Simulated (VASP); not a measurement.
# NaCl (Fm-3m) in VASP: further runs, part 2 of 2

VASP 6.6.1.

### Step 3. Relaxation of cell and atoms, PBE, target pressure 6.66 GPa, at which the enthalpy is minimised

This run uses another cell than the first one, of 20.34 Å³/atom, 0.917 times its volume.

INCAR reads:

```
PREC = Accurate
ENCUT = 520
EDIFF = 1E-7
ISMEAR = 0
SIGMA = 0.02
LREAL = F
LASPH = T
NELM = 100
ALGO = Normal
ISIF = 3
LWAVE = F
LCHARG = F
GGA = PE
IBRION = 2
NSW = 80
EDIFFG = -0.002
PSTRESS = 66.6
```

KPOINTS reads:

```
regular mesh
0
Gamma
  2 2 2
```

POSCAR reads:

```
NaCl                                    
1.0
    0.0000000000      2.7295949413      2.7295949413
    2.7295949413      0.0000000000      2.7295949413
    2.7295949413      2.7295949413     -0.0000000000
  Na              Cl            
     1     1
Direct
     0.0000000000000000    0.0000000000000000    0.0000000000000000
     0.5000000000000000    0.5000000000000000    0.5000000000000000
```

Potentials or basis: VASP PAW PBE potentials, release 64 (Na_pv, Cl).

On the command line:

```sh
$ cat potpaw_PBE.64/Na_pv/POTCAR potpaw_PBE.64/Cl/POTCAR > POTCAR
$ mpirun -np 1 vasp_std > vasp.out
```

OUTCAR:

```text
PREC = Accurate
   ENCUT = 520
   EDIFF = 1E-7
   ISMEAR = 0
   LREAL = F
   LASPH = T
   NELM = 100
   ISIF = 3
   GGA = PE
   IBRION = 2
   NSW = 80
   EDIFFG = -0.002
   PSTRESS = 66.6

 ion  position               nearest neighbor table
   1  0.000  0.000  0.000-   2 2.73   2 2.73   2 2.73   2 2.73   2 2.73   2 2.73
   2  0.500  0.500  0.500-   1 2.73   1 2.73   1 2.73   1 2.73   1 2.73   1 2.73

  LATTYP: Found a face centered cubic cell.
 ALAT       =     5.4591898826

  Lattice vectors:

 A1 = (   0.0000000000,   2.7295949413,   2.7295949413)
 A2 = (   2.7295949413,   0.0000000000,   2.7295949413)
 A3 = (   2.7295949413,   2.7295949413,   0.0000000000)

Analysis of symmetry for initial positions (statically):
=====================================================================
 Subroutine PRICEL returns:
 Original cell was already a primitive cell.

 Routine SETGRP: Setting up the symmetry group for a
 face centered cubic supercell.

 Subroutine GETGRP returns: Found 48 space group operations
 (whereof 48 operations were pure point group operations)
 out of a pool of 48 trial point group operations.

The static configuration has the point symmetry O_h .

Analysis of symmetry for dynamics (positions and initial velocities):
=====================================================================
 Subroutine PRICEL returns:
 Original cell was already a primitive cell.

 Routine SETGRP: Setting up the symmetry group for a
 face centered cubic supercell.

 Subroutine GETGRP returns: Found 48 space group operations
 (whereof 48 operations were pure point group operations)
 out of a pool of 48 trial point group operations.

The dynamic configuration has the point symmetry O_h .

 Subroutine INISYM returns: Found 48 space group operations
 (whereof 48 operations are pure point group operations),
 and found     1 'primitive' translations

----------------------------------------------------------------------------------------

                                     Primitive cell

  volume of cell :      40.6747

  direct lattice vectors                    reciprocal lattice vectors
     0.000000000  2.729594941  2.729594941    -0.183177362  0.183177362  0.183177362
     2.729594941  0.000000000  2.729594941     0.183177362 -0.183177362  0.183177362
     2.729594941  2.729594941  0.000000000     0.183177362  0.183177362 -0.183177362

  length of vectors
     3.860230186  3.860230186  3.860230186     0.317272497  0.317272497  0.317272497

  position of ions in fractional coordinates (direct lattice)
     0.000000000  0.000000000  0.000000000
     0.500000000  0.500000000  0.500000000

  ion indices of the primitive-cell ions
   primitive index   ion index
                 1           1
                 2           2

----------------------------------------------------------------------------------------
[... 94 lines left out ...]
  ext. energy  EPLUGINS =         0.00000000
  ---------------------------------------------------
  free energy    TOTEN  =        -6.39919677 eV

  energy without entropy =       -6.39919677  energy(sigma->0) =       -6.39919677

------------------------ aborting loop because EDIFF is reached ----------------------------------------

  FORCE on cell =-STRESS in cart. coord.  units (eV):
  Direction    XX          YY          ZZ          XY          YZ          ZX
  --------------------------------------------------------------------------------------
  -------------------------------------------------------------------------------------
  Total        1.6828654      1.6828654      1.6828654      0.0000000      0.0000000     -0.0000000
  in kB       66.2880672     66.2880672     66.2880672      0.0000000      0.0000000     -0.0000000
  external PRESSURE =      -0.3119328 kB  Pullay stress =      66.6000000 kB

 VOLUME and BASIS-vectors are now :
 -----------------------------------------------------------------------------
  energy-cutoff  :      520.00
  volume of cell :       40.67
      direct lattice vectors                 reciprocal lattice vectors
     0.000000000  2.729594941  2.729594941    -0.183177362  0.183177362  0.183177362
     2.729594941  0.000000000  2.729594941     0.183177362 -0.183177362  0.183177362
     2.729594941  2.729594941  0.000000000     0.183177362  0.183177362 -0.183177362

 POSITION                                       TOTAL-FORCE (eV/Angst)
 -----------------------------------------------------------------------------------
      0.00000      0.00000      0.00000         0.000000      0.000000      0.000000
      2.72959      2.72959      2.72959         0.000000      0.000000      0.000000
 -----------------------------------------------------------------------------------
    total drift:                               -0.000000      0.000000      0.000000

  FREE ENERGIE OF THE ION-ELECTRON SYSTEM (eV)
  ---------------------------------------------------
  free  energy   TOTEN  =        -6.3991967671 eV

  energy  without entropy=       -6.3991967671  energy(sigma->0) =       -6.39919677

  enthalpy is  TOTEN    =        -4.7084122732 eV   P V=        1.6907844940

--------------------------------------- Ionic step        2  -------------------------------------------

 number of electron      13.9999996 magnetization

 Free energy of the ion-electron system (eV)
  ---------------------------------------------------
  ext. energy  EPLUGINS =         0.00000000
  ---------------------------------------------------
  free energy    TOTEN  =        -6.39823061 eV

  energy without entropy =       -6.39823061  energy(sigma->0) =       -6.39823061

 E-fermi :   0.1916     XC(G=0):  -8.5254

 val. band max:        0.0618295138   @ k =   0.0000   0.0000   0.0000
 cond. band min:       5.4952005220   @ k =   0.0000   0.0000   0.0000
 fundamental gap:      5.4333710083
 Fermi energy:         0.1916069989

 k-point     1 :       0.0000    0.0000    0.0000
  band No.  band energies     occupation
      1     -20.8558      2.00000
      2     -20.8558      2.00000
      3     -20.8558      2.00000
      4     -12.8208      2.00000
      5       0.0618      2.00000
      6       0.0618      2.00000
      7       0.0618      2.00000
      8       5.4952      0.00000
      9      11.1652      0.00000
     10      11.1652      0.00000
     11      11.1652      0.00000
[... 15 lines left out ...]
 k-point     3 :       0.5000    0.5000    0.0000
  band No.  band energies     occupation
      1     -20.8859      2.00000
      2     -20.8678      2.00000
      3     -20.8678      2.00000
      4     -12.3071      2.00000
      5      -1.9055      2.00000
      6      -0.6490      2.00000
      7      -0.6490      2.00000
      8       7.7485      0.00000
      9       7.9479      0.00000
     10      12.0807      0.00000
     11      15.5965      0.00000

------------------------ aborting loop because EDIFF is reached ----------------------------------------

  FORCE on cell =-STRESS in cart. coord.  units (eV):
  Direction    XX          YY          ZZ          XY          YZ          ZX
  --------------------------------------------------------------------------------------
  -------------------------------------------------------------------------------------
  Total        1.6906062      1.6906062      1.6906062      0.0000000     -0.0000000      0.0000000
  in kB       66.6311536     66.6311536     66.6311536      0.0000000     -0.0000000      0.0000000
  external PRESSURE =       0.0311536 kB  Pullay stress =      66.6000000 kB

 VOLUME and BASIS-vectors are now :
 -----------------------------------------------------------------------------
  energy-cutoff  :      520.00
  volume of cell :       40.65
      direct lattice vectors                 reciprocal lattice vectors
     0.000000000  2.729073537  2.729073537    -0.183212359  0.183212359  0.183212359
     2.729073537  0.000000000  2.729073537     0.183212359 -0.183212359  0.183212359
     2.729073537  2.729073537 -0.000000000     0.183212359  0.183212359 -0.183212359

 POSITION                                       TOTAL-FORCE (eV/Angst)
 -----------------------------------------------------------------------------------
      0.00000      0.00000      0.00000         0.000000      0.000000      0.000000
      2.72907      2.72907      2.72907        -0.000000     -0.000000     -0.000000
 -----------------------------------------------------------------------------------
    total drift:                               -0.000000      0.000000      0.000000

  FREE ENERGIE OF THE ION-ELECTRON SYSTEM (eV)
  ---------------------------------------------------
  free  energy   TOTEN  =        -6.3982306141 eV

  energy  without entropy=       -6.3982306141  energy(sigma->0) =       -6.39823061

  enthalpy is  TOTEN    =        -4.7084148504 eV   P V=        1.6898157637

 reached required accuracy - stopping structural energy minimisation
```

Wall time 3.5 s (1 thread of Intel Xeon 6975P-C (Granite Rapids), shared host); peak memory 0.15 GiB.

Results:

| Item | Value |
| --- | --- |
| Free energy | -6.3982 eV |
| Relaxed volume | 20.33 Å³/atom |
| Relaxed cell | a = 3.859 Å, b = 3.859 Å, c = 3.859 Å, α = 60.00°, β = 60.00°, γ = 60.00° |
| Space group after relaxing (to 0.05 Å) | Fm-3m (No. 225) |
| Energy change on relaxing (the enthalpy is what falls) | +0.5 meV/atom |
| Ionic steps | 2 |
| Pressure after relaxing | 6.7 GPa |
| Band gap on the k mesh | 5.43 eV, direct |

Step by step:
| step | energy change (eV) | largest force (eV/Å) | pressure (GPa) | volume (Å³) |
| --- | --- | --- | --- | --- |
| 1 | 0.0000 | 0.0000 | 6.63 | 40.67 |
| 2 | 0.0010 | 0.0000 | 6.66 | 40.65 |

Final structure:
```yaml
crystal:
  lattice:
    - [0.00000, 2.72907, 2.72907]
    - [2.72907, 0.00000, 2.72907]
    - [2.72907, 2.72907, 0.00000]
  atoms:
    - { symbol: Na, position: [0.00000, 0.00000, 0.00000] }
    - { symbol: Cl, position: [0.50000, 0.50000, 0.50000] }
```

Caveat: the k mesh is coarse (spacing up to 1.00 Å⁻¹), so the values aren't converged; the cell is relaxed towards a set pressure, so the enthalpy falls and the energy may rise.

### Step 4. Vibrations by finite differences, PBE

This run uses another cell than the first one, of 20.33 Å³/atom, 0.916 times its volume.

INCAR reads:

```
PREC     = Accurate       # precision mode
ENCUT    = 520            # plane-wave cutoff, eV
EDIFF    = 1E-8           # SCF threshold, eV
ISMEAR   = 0              # smearing method
SIGMA    = 0.02           # smearing width, eV
LREAL    = F              # projectors in reciprocal space
LASPH    = T              # aspherical terms in the spheres
NELM     = 100            # most SCF steps
ALGO     = Normal         # electronic algorithm
ISIF     = 3              # what is computed and relaxed
LWAVE    = F              # write WAVECAR
LCHARG   = F              # write CHGCAR
GGA      = PE             # functional
NBANDS   = 14             # bands
IBRION   = 6              # ionic algorithm
NFREE    = 2            
POTIM    = 0.015          # step
NSW      = 1              # ionic steps
```

KPOINTS reads:

```
Automatic mesh
0
Gamma
  2 2 2
```

POSCAR reads:

```
NaCl                                    
1.0
    0.0000000000      2.7290735371      2.7290735371
    2.7290735371      0.0000000000      2.7290735371
    2.7290735371      2.7290735371     -0.0000000000
  Na              Cl            
     1     1
Direct
     0.0000000000000000    0.0000000000000000    0.0000000000000000
     0.5000000000000000    0.5000000000000000    0.5000000000000000
```

On the command line:

```sh
$ cat potpaw_PBE.64/Na_pv/POTCAR potpaw_PBE.64/Cl/POTCAR > POTCAR
$ mpirun -np 1 vasp_std > vasp.out
```

It took 32 s on 1 thread of Intel Xeon 6975P-C (Granite Rapids), shared host; peak memory 0.16 GiB.

The run converged, but a check on its numbers failed (symmetry, net force, bounds or a known fault of this set-up), so they aren't taken as properties of the crystal.

Caveat: the k mesh is coarse (spacing up to 1.00 Å⁻¹), so the values aren't converged.
